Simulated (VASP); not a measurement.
Here is a VASP 6.6.1 calculation.

The input INCAR:

```
SYSTEM = PtSe2
PREC = Accurate
ENCUT = 600
EDIFF = 1E-6
ISMEAR = 0
SIGMA = 0.03
LREAL = .False.
LASPH = .True.
NELM = 80
ALGO = Normal
ISIF = 3
LWAVE = .False.
LCHARG = .False.
GGA = PE
IBRION = 2
NSW = 90
EDIFFG = -0.01
LATTICE_CONSTRAINTS = .TRUE. .TRUE. .FALSE.
```

KPOINTS

```
Automatic mesh
0
Gamma
  9 9 1
  0 0 0
```

POSCAR

```
PtSe2
1.0
    3.7240000000      0.0000000000      0.0000000000
   -1.8620000000      3.2250786000      0.0000000000
    0.0000000000      0.0000000000     20.5310000000
Se Pt
2 1
Direct
    0.6666666700      0.3333333300      0.4383615000
    0.3333333300      0.6666666700      0.5616385000
    0.0000000000      0.0000000000      0.5000000000
```

Potentials or basis: VASP PAW PBE potentials, release 64 (Se, Pt).

Command:

```bash
$ cat potpaw_PBE.64/Se/POTCAR potpaw_PBE.64/Pt/POTCAR > POTCAR
$ mpirun -np 1 vasp_std > vasp.out
```

(1) Predict the band gap on the k mesh.

(2) Predict the space group after relaxing (to 0.05 Å).

Results:

(1) 1.38 eV, indirect (least direct gap 1.50 eV).

(2) P-3m1 (No. 164).

Caveat: spin-orbit coupling is left out, which moves the levels of the heavy elements.
